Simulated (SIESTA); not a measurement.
**Pb: band structure with PBE**

The system is Pb.

```xyz
1
Lattice="0.0193 2.4629 2.5509 2.5029 -0.0067 2.5780 2.4813 2.4674 0.0154" Properties=species:S:1:pos:R:3 pbc="T T T"
Pb    0.0000    0.0000    0.0000
```

The cell isn't the ideal one: cell strained along z.

* Program: SIESTA 5.4.2
* Task: band structure
* Functional: PBE
* Potentials or basis: PseudoDojo 0.4 standard (PBE files)
* Basis: DZP (energy shift 0.003 Ry; two zetas on semicore shells)
* Grid cutoff: 500 Ry
* Energy shift: 0.003 Ry
* k mesh: 9 × 9 × 9
* Occupations: fermi-dirac, width 0.05 eV
* Spin: no spin polarisation

The pressure is 1.3 GPa. The band gap on the k mesh is none (metal or under the smearing width).

Stress tensor (GPa, compression positive):
```
 1.43  0.04 -0.53
 0.04  1.56  0.14
-0.53  0.14  0.82
```

Levels at the corners of the path, in eV from the Fermi level:
```tsv
point	band 3	band 4	band 5	band 6	band 7	band 8	band 9	band 10
X	-16.86	-16.65	-16.62	-8.03	-3.96	5.46	5.95	11.49
Γ	-16.88	-16.77	-16.74	-11.44	7.28	7.42	7.62	13.28
Y	-16.87	-16.65	-16.63	-8.08	-3.97	5.52	6.01	11.64
L	-16.65	-16.62	-16.59	-6.52	-2.92	1.91	2.36	5.47
Γ	-16.88	-16.77	-16.74	-11.44	7.28	7.42	7.62	13.28
Z	-16.86	-16.64	-16.63	-7.91	-3.93	5.23	5.83	10.94
N	-16.65	-16.62	-16.59	-6.57	-2.97	2.04	2.36	5.57
Γ	-16.88	-16.77	-16.74	-11.44	7.28	7.42	7.62	13.28
M	-16.65	-16.61	-16.61	-6.89	-3.19	2.50	2.55	5.99
R	-16.86	-16.64	-16.63	-7.94	-3.93	5.28	5.85	11.10
Γ	-16.88	-16.77	-16.74	-11.44	7.28	7.42	7.62	13.28
```

It took 18 s on 1 thread of Intel(R) Xeon(R) Platinum 8488C (Sapphire Rapids) (shared host), peak memory 0.22 GiB.

Caveat: spin-orbit coupling is left out, which moves the levels of the heavy elements; the basis of atomic orbitals isn't converged, which shifts pressures, moduli and gaps.
